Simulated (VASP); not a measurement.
# Ca: relaxation of cell and atoms with PBE

The system is Ca.

```
CELL_PARAMETERS angstrom
0.00000 2.76329 2.76329
2.76329 0.00000 2.76329
2.76329 2.76329 0.00000
ATOMIC_POSITIONS crystal
Ca 0.00000 0.00000 0.00000
```

```
Program                : VASP 6.6.1
Task                   : relaxation of cell and atoms
Functional             : PBE
Potentials or basis    : VASP PAW PBE potentials, release 64 (Ca_sv)
Cutoff                 : 600 eV
k mesh                 : 14 × 14 × 14
Occupations            : methfessel-paxton, width 0.1 eV
Spin                   : no spin polarisation
Further INCAR settings : ALGO = Normal; EDIFF = 1e-07; IBRION = 2; EDIFFG = -0.005; NSW = 90; ISIF = 3
```

- Relaxed volume: 42.25 Å³/atom
- Relaxed cell: a = 3.909 Å, b = 3.909 Å, c = 3.909 Å, α = 60.00°, β = 60.00°, γ = 60.00°
- Space group after relaxing (to 0.05 Å): Fm-3m (No. 225)
- Energy gained by relaxing: 0.0 meV/atom
- Ionic steps: 2
- Pressure after relaxing: 0.0 GPa
- Band gap on the k mesh: none (metal or under the smearing width)

Final structure:
```
CELL_PARAMETERS angstrom
0.00000 2.76431 2.76431
2.76431 0.00000 2.76431
2.76431 2.76431 0.00000
ATOMIC_POSITIONS crystal
Ca 0.00000 0.00000 0.00000
```

Levels at points of the mesh, in eV from the Fermi level:
```tsv
k point	band 3	band 4	band 5	band 6	band 7	band 8
(0.00, 0.00, 0.00)	-22.93	-22.93	-4.01	2.35	2.35	2.35
(0.50, 0.00, 0.00)	-22.95	-22.95	-0.97	-0.15	2.23	2.23
(0.50, 0.50, 0.00)	-22.98	-22.98	-0.44	0.59	0.98	4.09
```

Run time: 51 s on 1 thread of Intel(R) Xeon(R) Platinum 8259CL CPU @ 2.50GHz (Skylake/Cascade Lake), on a shared host, peak memory 0.21 GiB.
